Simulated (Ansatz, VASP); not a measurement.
This is a calculation of PbS for Ansatz 0.2.0.

File input.yaml:

```yaml
crystal:
  lattice:
    - [2.1404630743, 1.2357969321, 3.4973414117]
    - [-2.1404630743, 1.2357969321, 3.4973414117]
    - [0.0, -2.4715938643, 3.4973414117]
  atoms:
    - { symbol: Pb, position: [0.98056578, 0.98056578, 0.98056578] }
    - { symbol: S, position: [0.47503555, 0.47503555, 0.47503555] }
kpoints:
  mp_grid: { grid: [8, 8, 8] }
scf:
  occupations: { method: fermi_dirac, width: 0.05 }
hamiltonian:
  xc: pbe
  pseudopotentials: { kind: all_electron, lapw: { basis_error: 0.0005 } }
output:
  forces: true
  stress: true
  eigenvalues: true
```

Potentials or basis: all-electron LAPW, scalar-relativistic.

The run is started by

```bash
$ ansatz run input.yaml --threads 1 --pin off --max-ram 3072MiB --backend cpu --events-out ev --progress --plain --runs-dir out
```

Q: Set up the same calculation for VASP 6.6.1. Potentials there: VASP PAW PBE potentials, release 64 (Pb_d, S).

A: As run (the cutoff follows the program's own potentials):

Contents of INCAR:

```
  PREC = Accurate
  ENCUT = 520
  EDIFF = 1E-6
  ISMEAR = -1
  SIGMA = 0.05
  LREAL = F
  LASPH = T
  NELM = 80
  ALGO = Normal
  ISIF = 2
  LWAVE = F
  LCHARG = T
  GGA = PE
  LELF = T
  LVHAR = T
  NBANDS = 17
```

File KPOINTS:

```
regular mesh
0
Gamma
  8 8 8
```

POSCAR

```
PbS
1.0
    2.1404630743      1.2357969321      3.4973414117
   -2.1404630743      1.2357969321      3.4973414117
    0.0000000000     -2.4715938643      3.4973414117
Pb S
1 1
Direct
    0.9805657800      0.9805657800      0.9805657800
    0.4750355500      0.4750355500      0.4750355500
```

Potentials or basis: VASP PAW PBE potentials, release 64 (Pb_d, S).

The run is started by

```console
$ cat potpaw_PBE.64/Pb_d/POTCAR potpaw_PBE.64/S/POTCAR > POTCAR
$ mpirun -np 1 vasp_std > vasp.out
```

Both were run:

|  | VASP | Ansatz | Ansatz less VASP |
| --- | --- | --- | --- |
| gap on the k mesh at the Fermi level (eV) | 0.58 | 0.58 | -0.007 |
| least direct gap on the mesh (eV) | 0.58 | 0.58 | -0.007 |
| pressure (GPa) | -1.2 | -1.1 | +0.08 |

Ansatz ran all-electron here, so the differences hold the error of VASP's frozen core and of both bases.

Caveats: spin-orbit coupling is left out, which as a rule narrows the gap of such compounds by several tenths of an eV. A k mesh can miss the band edges.
